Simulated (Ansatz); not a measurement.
# Ta: the cost of one run

Program: Ansatz 0.2.0. Level of theory: DFT PBE, scalar-relativistic. These are calculated values, not measurements.

## 1. The system as given

It takes space group Im-3m (No. 229, cubic). The conventional cell has a = 3.303 Å, b = 3.303 Å, c = 3.303 Å, α = 90.00°, β = 90.00°, γ = 90.00°. Around Ta (site symmetry m-3m) lie 8 Ta at 2.86 Å.

As a file:

```xyz
1
Lattice="-1.6513 1.6513 1.6513 1.6513 -1.6513 1.6513 1.6513 1.6513 -1.6513" Properties=species:S:1:pos:R:3 pbc="T T T"
Ta    0.0000    0.0000    0.0000
```

## 2. After the deformation

Space group Im-3m before, I4/mmm after.

## 3. LAPW, all electrons

Input file input.yaml:

```yaml
crystal:
  lattice:
    - [-1.65128, 1.65128, 1.6017416]
    - [1.65128, -1.65128, 1.6017416]
    - [1.65128, 1.65128, -1.6017416]
  atoms:
    - { symbol: Ta, position: [0.0, 0.0, 0.0] }
kpoints:
  mp_grid: { grid: [17, 17, 17] }
  band_path:
    path:
      - [0.0, 0.0, 0.0]
      - [0.0, 0.0, 0.5]
      - [-0.5, 0.5, 0.5]
      - [0.0, 0.0, 0.0]
      - [0.485225, 0.485225, -0.485225]
      - [-0.485225, 0.514775, 0.485225]
      - [-0.5, 0.5, 0.5]
      - [0.0, 0.0, 0.5]
      - [0.25, 0.25, 0.25]
    npoints: 5
scf:
  occupations: { method: fermi_dirac, width: 0.08 }
hamiltonian:
  xc: pbe
  pseudopotentials: { kind: all_electron, lapw: { basis_error: 0.0005 } }
output:
  forces: true
  stress: true
  eigenvalues: true
```

Launch:

```bash
ansatz run input.yaml --threads 1 --pin off --max-ram 3072MiB --backend cpu --events-out ev --progress --plain --runs-dir out
```

What time and memory should one allow on 1 thread of Arm Neoverse V2, shared host?

About 44 s, with a peak of 0.69 GiB.
